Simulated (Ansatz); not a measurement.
## Br: electron density at the nuclei under pressure

```
Br
1.0
     0.00000    2.36166    2.36166
     2.36166    0.00000    2.36166
     2.36166    2.36166    0.00000
Br
1
Cartesian
  0.0000 0.0000 0.0000
```

The structure comes from a relaxation in the same program, started in the fcc type, and has space group Fm-3m. Whether it is a known phase or the ground state wasn't checked.

Theory: Ansatz 0.2.0, DFT, PBE, all-electron PAW with datasets made for the crystal, scalar-relativistic.

Numerical set-up: a Γ-centred 16×16×16 k mesh, Fermi–Dirac smearing of 0.03 eV, cutoff 180 eV (chosen by the program for this cell), no spin polarisation.

The contact density is the mean electron density over the nuclear volume; its changes follow the s electrons' response to bonding and compression. Changes below are taken from the unscaled cell, where it is 293338 e/Å³ at Br.

The datasets are made afresh for each cell, so very small changes are uncertain.

Problem. Does compression raise or lower the contact density at Br?

Solution. It raises it, by 1.20 e/Å³ over the whole range.

Problem. Tabulate the changes with volume.

Solution. 
```csv
V/V(cell),P (GPa),Δρ(0) Br (e/Å³)
0.9500,1.6,0.63
1.0000,0.0,0.00
1.0500,-1.2,-0.57
```
